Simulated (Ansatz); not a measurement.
Working through a band structure of MgO, space group P6_3mc

With the Ansatz DFT code, driven from Python.

Notebook, run cell by cell (the value of a cell's last expression is shown):

In [1]:
```python
from pathlib import Path

import ansatz as az
import matplotlib.pyplot as plt
import numpy as np
from pymatgen.core import Lattice, Structure
from pymatgen.io.ase import AseAtomsAdaptor

pmg_structure = Structure(
    Lattice([[3.30778699, 0.0, 0.0], [-1.65389349, 2.86462756, 0.0], [0.0, 0.0, 4.98288167]]),
    ['Mg', 'Mg', 'O', 'O'],
    [
        [1 / 3, 2 / 3, 0.00215974],
        [2 / 3, 1 / 3, 0.50215974],
        [1 / 3, 2 / 3, 0.40244026],
        [2 / 3, 1 / 3, 0.90244026],
    ],
)
cell = az.Crystal.from_ase(AseAtomsAdaptor.get_atoms(pmg_structure))
```

In [2]:
```python
# high-symmetry points in fractions of the reciprocal vectors
path = [
    ('G', (0.0, 0.0, 0.0)),
    ('M', (0.5, 0.0, 0.0)),
    ('K', (0.33333, 0.33333, 0.0)),
    ('G', (0.0, 0.0, 0.0)),
    ('A', (0.0, 0.0, 0.5)),
    ('L', (0.5, 0.0, 0.5)),
]
model = cell.calculation()
model = model.functional(az.Functional.LDA)
model = model.kpoints(5, 5, 3, center='gamma')
model = model.occupations('fixed').band_structure([point for _, point in path], intervals=10)
model = model.scf(extra_bands=8)
model = model.density()
model = model.potential()
model = model.electron_localization_function().output_files(volumetric_format='npy')
def show(event):
    row = event['data']
    if event['event'] == 'scf_iter' and row.get('harris_foulkes_ev') is not None:
        print(f'  iteration {row["iter"]:3d}  Harris-Foulkes {row["harris_foulkes_ev"]:.5f} eV  residual {row["dr2_ev"]:.2e}')


outcome = model.session().plan().execute(on_event=show)
data = outcome.report

outcome.unlabelled_reasons
```
```text
DeckWarning: basis.ecutwfc = 420 eV, auto-derived from the records' recommended cutoffs: set by Mg (normal level)
  iteration   1  Harris-Foulkes -4919.59073 eV  residual 1.17e-01
  iteration   2  Harris-Foulkes -4919.55311 eV  residual 4.26e-03
  iteration   3  Harris-Foulkes -4919.55086 eV  residual 1.06e-03
  iteration   4  Harris-Foulkes -4919.55055 eV  residual 2.20e-04
  iteration   5  Harris-Foulkes -4919.55045 eV  residual 1.03e-05
  iteration   6  Harris-Foulkes -4919.55045 eV  residual 1.48e-07
  iteration   7  Harris-Foulkes -4919.55045 eV  residual 4.55e-10
```
Out [2]:
```text
['no_forces']
```

In [3]:
```python
data['n_kpoints'], data['n_symmetry_ops'], data['n_pw']
```
Out [3]:
```text
(10, 12, 929)
```

In [4]:
```python
n_atoms = len(data['lattice']['sites'])
print('F =', round(data['free_energy_ev'], 4), 'eV for', n_atoms, 'atoms')
print('E(sigma -> 0) =', round(data['energy_sigma0_ev'], 4), 'eV, TS =', round(data['entropy_ts_ev'], 5), 'eV')
print('closed by', data['closed_by'], 'after', data['n_iterations'], 'iterations')

folder = Path(outcome.write_results('fields'))
print('densities in e/A^3, potentials in eV, ELF without unit')
for name in sorted(p.name for p in folder.glob('*.npy')):
    field = np.load(folder / name)
    print(f'{name:16s} {str(field.shape):16s} min {field.min():10.4f}  mean {field.mean():10.4f}  max {field.max():10.4f}')
```
```text
F = -4919.5504 eV for 4 atoms
E(sigma -> 0) = -4919.5504 eV, TS = 0.0 eV
closed by deck_thresholds after 7 iterations
densities in e/A^3, potentials in eV, ELF without unit
elf.npy          (24, 24, 36)     min     0.0169  mean     0.2810  max     0.8407
rho.npy          (24, 24, 36)     min     0.0235  mean     0.6777  max    31.3218
v_es.npy         (24, 24, 36)     min   -91.3810  mean     2.2280  max    10.5339
v_tot.npy        (24, 24, 36)     min  -110.0350  mean    -7.6654  max     5.0178
```

In [5]:
```python
bands = outcome.band_structure()
fermi = bands.fermi_energy_ev
print(f'zero of the bands: {fermi:.3f} eV, the Fermi level found on the SCF mesh')
reciprocal = 2 * np.pi * np.linalg.inv(outcome.lattice.cell_ang).T
steps = np.linalg.norm(np.diff(bands.kpoints_frac @ reciprocal, axis=0), axis=1)
distance = np.concatenate([[0], np.cumsum(steps)])
fig, ax = plt.subplots(figsize=(5, 4))
for channel, colour in zip(bands.channels, ('C0', 'C3')):
    ax.plot(distance, channel.eigenvalues_ev - fermi, colour, lw=1)
ax.set_xticks(distance[::10], [label for label, _ in path])
ax.set(ylim=(-4, 4), ylabel='E - E_F (eV)', xlim=(0, distance[-1]))
ax.grid(axis='x')
fig.savefig('bands.png', dpi=100)
first = bands.channels[0].eigenvalues_ev - fermi
near = np.argsort(np.abs(first.mean(axis=0)))[:4]
for band in sorted(near):
    print(f'band {band + 1}: {first[:, band].min():.3f} to {first[:, band].max():.3f} eV')
```
```text
zero of the bands: 4.689 eV, the Fermi level found on the SCF mesh
band 13: -2.018 to -0.625 eV
band 14: -1.674 to -0.450 eV
band 15: -1.290 to -0.442 eV
band 16: -1.237 to 0.000 eV
```

What to keep in mind:
- Absolute energies stand on the zero of these potentials, so only differences at equal settings mean something. A total without «per atom» is that of the cell as typed.
- With fixed filling the reported Fermi level is the top filled level among the k-points of the SCF.
- Energy and stress may still move on a finer k-point mesh.
- Grid values close to the nuclei reflect the PAW or pseudopotential construction, not the all-electron fields.
- This cell is a computed structure, which may not be the phase found in nature.
- Levels are Kohn-Sham eigenvalues on this mesh.
- Warnings are shown shortened and without file and line.
- Wall time of the script: 5.2 s on 1 thread of Arm Neoverse V1 (shared host), peak memory 0.42 GiB.

(Lines on the test bed's own set-up are left out of the output.)
